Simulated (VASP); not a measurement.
# TiTe2 in VASP: settings compared

Aim: see how the results for TiTe2 move with the level of theory and the settings. Levels: PBEsol, LDA, PBE. Tasks: work function.

Program: VASP 6.6.1. These are calculated values, not measurements. Logs are shortened: lines on timing, memory, paths and dates and some standing lists are left out, and cuts for length are marked.

## 1. The slab as given

The cell holds a slab with vacuum, 6 atoms: a = 3.777 Å, b = 3.777 Å, c = 25.913 Å, α = 90.00°, β = 90.00°, γ = 120.00°.

## 2. Work function, PBEsol

Input file INCAR:

```
ALGO = Normal
DIPOL = 0.5 0.5 0.500
EDIFF = 1E-6
ENCUT = 250
GGA = PS
IDIPOL = 3
ISIF = 2
ISMEAR = 1
KPAR = 8
LASPH = True
LCHARG = True
LDIPOL = True
LREAL = False
LVACPOTAV = True
LVHAR = True
LWAVE = False
NELM = 100
PREC = Accurate
SIGMA = 0.1
```

Input file KPOINTS:

```
k-points
0
Gamma
  10 10 1
```

Input file POSCAR:

```
TiTe2                                   
1.0
    3.7770000000      0.0000000000      0.0000000000
   -1.8885000000      3.2709779500      0.0000000000
    0.0000000000      0.0000000000     25.9133488000
  Te              Ti            
     4     2
Direct
     0.3333333332999970    0.6666666667000030    0.3108344155518992
     0.6666666667000030    0.3333333332999970    0.4418245483520908
     0.3333333332999970    0.6666666667000030    0.5581754516479093
     0.6666666667000030    0.3333333332999970    0.6891655844481008
     0.0000000000000000    0.0000000000000000    0.3767706656962329
     0.0000000000000000    0.0000000000000000    0.6232293343037670
```

Potentials or basis: VASP PAW PBE potentials, release 64 (Te, Ti_sv).

Launch:

```console
$ cat potpaw_PBE.64/Te/POTCAR potpaw_PBE.64/Ti_sv/POTCAR > POTCAR
$ mpirun -np 8 vasp_std > vasp.out
```

OUTCAR:

```text
EDIFF = 1E-6
   ENCUT = 250
   GGA = PS
   ISIF = 2
   ISMEAR = 1
   LASPH = True
   LREAL = False
   NELM = 100
   PREC = Accurate

 ion  position               nearest neighbor table
   1  0.333  0.667  0.311-   5 2.77   5 2.77   5 2.77
   2  0.667  0.333  0.442-   5 2.76   5 2.76   5 2.76
   3  0.333  0.667  0.558-   6 2.76   6 2.76   6 2.76
   4  0.667  0.333  0.689-   6 2.77   6 2.77   6 2.77
   5  0.000  0.000  0.377-   2 2.76   2 2.76   2 2.76   1 2.77   1 2.77   1 2.77
   6  0.000  0.000  0.623-   3 2.76   3 2.76   3 2.76   4 2.77   4 2.77   4 2.77

  LATTYP: Found a hexagonal cell.
 ALAT       =     3.7770000000
 C/A-ratio  =     6.8608283823

  Lattice vectors:

 A1 = (   3.7770000000,   0.0000000000,   0.0000000000)
 A2 = (  -1.8885000000,   3.2709779500,   0.0000000000)
 A3 = (   0.0000000000,   0.0000000000,  25.9133488000)

Analysis of symmetry for initial positions (statically):
=====================================================================
 Subroutine PRICEL returns:
 Original cell was already a primitive cell.

 Routine SETGRP: Setting up the symmetry group for a
 hexagonal supercell.

 Subroutine GETGRP returns: Found 12 space group operations
 (whereof 12 operations were pure point group operations)
 out of a pool of 24 trial point group operations.

The static configuration has the point symmetry D_3d.

Analysis of symmetry for dynamics (positions and initial velocities):
=====================================================================
 Subroutine PRICEL returns:
 Original cell was already a primitive cell.

 Routine SETGRP: Setting up the symmetry group for a
 hexagonal supercell.

 Subroutine GETGRP returns: Found 12 space group operations
 (whereof 12 operations were pure point group operations)
 out of a pool of 24 trial point group operations.

The dynamic configuration has the point symmetry D_3d.

 Subroutine INISYM returns: Found 12 space group operations
 (whereof 12 operations are pure point group operations),
 and found     1 'primitive' translations

----------------------------------------------------------------------------------------

                                     Primitive cell

  volume of cell :     320.1460

  direct lattice vectors                    reciprocal lattice vectors
[... 89 lines left out ...]
   NFREE  =      0    steps in history (QN), initial steepest desc. (CG)
   ISIF   =      2    stress and relaxation
   ISYM   =      2    0-nonsym 1-usesym 2-fastsym
   POTIM  = 0.5000    time-step for ionic-motion
   TEBEG  =    0.0;   TEEND  =   0.0 temperature during run
   PSTRESS=    0.0 pullay stress
   NELECT =      48.0000    total number of electrons
   NUPDOWN=      -1.0000    fix difference up-down
   EMIN   =  10.00;   EMAX   =-10.00  energy-range for DOS
   EFERMI =   0.00;   METHOD = LEGACY
   ISMEAR =     1;   SIGMA  =   0.10  broadening in eV -4-tet -1-fermi 0-gaus
   EFERMI_NEDOS =   21; number of points for ismear=-14 and -15
   IALGO  =     38    algorithm
   IMIX   =      4    mixing-type and parameters
     AMIX     =   0.40;   BMIX     =  1.00
     AMIX_MAG =   1.60;   BMIX_MAG =  1.00
  volume/ion in A,a.u.               =      53.36       360.08
  Fermi-wavevector in a.u.,A,eV,Ry     =   0.869706  1.643506 10.291294  0.756389
  Thomas-Fermi vector in A             =   1.988567
   LORBIT       =      0    0 simple, 1 ext, 2 COOP (PROOUT), +10 PAW based schemes
   GGA     = PS    functional components
   LHFCALC =     F    Hartree Fock is set to
   AEXX    =    0.0000 exact exchange contribution
   IVDW    =     0    specifies the selected vdW correction
   LEPSILON=     F    determine dielectric tensor
   LRPA    =     F    only Hartree local field effects (RPA)
 non-spin polarized calculation
 Methfessel and Paxton  Order N= 1 SIGMA  =   0.10
  energy-cutoff  :      250.00
  volume of cell :      320.15
 maximum number of plane-waves:      2919
 NGX is ok and might be reduce to    20
   NGX =  9   NGY =  9   NGZ = 67

 number of electron      47.9999934 magnetization

 dipolmoment           0.000000      0.000000     -0.000000 electrons x Angstroem

 Free energy of the ion-electron system (eV)
  ---------------------------------------------------
  ext. energy  EPLUGINS =         0.00000000
  ---------------------------------------------------
  free energy    TOTEN  =       -34.83770690 eV

  energy without entropy =      -34.83535933  energy(sigma->0) =      -34.83692438

 E-fermi :   0.8292     XC(G=0):  -5.4314

 val. band max:        0.7102909853   @ k =   0.4000   0.0000   0.0000
 cond. band min:       0.8339114417   @ k =   0.1000   0.0000   0.0000
 fundamental gap:      0.1236204564
 Fermi energy:         0.8291669743

 k-point     1 :       0.0000    0.0000    0.0000
  band No.  band energies     occupation
      1     -56.4187      2.00000
      2     -56.4185      2.00000
      3     -32.7827      2.00000
      4     -32.7827      2.00000
      5     -32.7827      2.00000
      6     -32.7827      2.00000
[... 423 lines left out ...]
     27       1.8807     -0.00000
     28       2.0390     -0.00000

------------------------ aborting loop because EDIFF is reached ----------------------------------------

  FORCE on cell =-STRESS in cart. coord.  units (eV):
  Direction    XX          YY          ZZ          XY          YZ          ZX
  --------------------------------------------------------------------------------------
  -------------------------------------------------------------------------------------
  Total       -3.4349538     -3.4349538     -1.0543404     -0.0000000      0.0000000      0.0000000
  in kB      -17.1902954    -17.1902954     -5.2764679     -0.0000000      0.0000000      0.0000000
  external PRESSURE =     -13.2190196 kB  Pullay stress =       0.0000000 kB

 VOLUME and BASIS-vectors are now :
 -----------------------------------------------------------------------------
  energy-cutoff  :      250.00
  volume of cell :      320.15
      direct lattice vectors                 reciprocal lattice vectors
     3.777000000  0.000000000  0.000000000     0.264760392  0.152859484  0.000000000
    -1.888500000  3.270977950  0.000000000     0.000000000  0.305718967  0.000000000
     0.000000000  0.000000000 25.913348800     0.000000000  0.000000000  0.038590149

 POSITION                                       TOTAL-FORCE (eV/Angst)
 -----------------------------------------------------------------------------------
     -0.00000      2.18065      8.05476        -0.000000     -0.000000     -0.012990
      1.88850      1.09033     11.44915        -0.000000      0.000000      0.012049
     -0.00000      2.18065     14.46420        -0.000000     -0.000000     -0.012049
      1.88850      1.09033     17.85859         0.000000      0.000000      0.012990
      0.00000      0.00000      9.76339         0.000000      0.000000      0.009472
      0.00000      0.00000     16.14996        -0.000000     -0.000000     -0.009472
 -----------------------------------------------------------------------------------
    total drift:                                0.000000      0.000000      0.000000

  FREE ENERGIE OF THE ION-ELECTRON SYSTEM (eV)
  ---------------------------------------------------
  free  energy   TOTEN  =       -34.8377069001 eV

  energy  without entropy=      -34.8353593273  energy(sigma->0) =      -34.83692438

 vacuum level on the upper side and lower side of the slab         5.841         5.841
```

stdout:

```text
POSCAR found type information on POSCAR TeTi
 POSCAR found :  2 types and       6 ions
 scaLAPACK will be used
 -----------------------------------------------------------------------------
[... 42 lines left out ...]
|     Did not find any points to average over, which means that no vacuum     |
|     field-free region was found. Please increase the size of  your cell     |
|     in the dimension of the dipole correction to obtain accurate            |
|     workfunction values.                                                    |
|                                                                             |
 -----------------------------------------------------------------------------
```

Run time: 18 s. Hardware: 8 MPI ranks of Intel Xeon 6975P-C (Granite Rapids), shared host; peak memory 0.25 GiB.

The run converged, but a check on its numbers failed (symmetry, net force, bounds or a known fault of this set-up), so they aren't taken as properties of the slab.

Caveat: the cutoff lies under the usual one of these potentials, so the numbers hold a large basis-set error; the PAW data sets were made with another functional, which shifts forces and pressure a little.

[end of part 1 of 2]
